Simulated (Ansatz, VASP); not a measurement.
## Two plane-wave programs on Mg

```
Mg
1.0
     3.20927    0.00000    0.00000
    -1.60464    2.77931    0.00000
     0.00000    0.00000    5.21033
Mg
2
Direct
  0.33333 0.66667 0.25000
  0.66667 0.33333 0.75000
```

Alike in both runs: task single point; functional LDA; k mesh 6 × 6 × 4; occupations gaussian, width 0.1 eV; no spin polarisation.

|  | VASP | Ansatz |
| --- | --- | --- |
| version | VASP 6.6.1 | Ansatz 0.2.0 |
| potentials or method | VASP PAW LDA potentials, release 64 (Mg) | scalar-relativistic, plane waves, PAW |
| plane-wave cutoff (eV) | 520 | 420 |
| valence electrons in the cell | 4 | 20 |

Ansatz gave:

```
gap on the k mesh at the Fermi level (eV)       : none
pressure (GPa)                                  : -2.5
largest component of the traceless stress (GPa) : 0.10
```

**Question.** What did VASP give for the same quantities?

**Answer.** gap on the k mesh at the Fermi level (eV): none; pressure (GPa): -2.8; largest component of the traceless stress (GPa): 0.09.

A gap of «none» marks a metal or a gap that the smearing closes. The two sets of potentials don't hold the same shells in valence.

Caveats: the k mesh is coarse (spacing up to 0.38 Å⁻¹), so the values aren't converged.
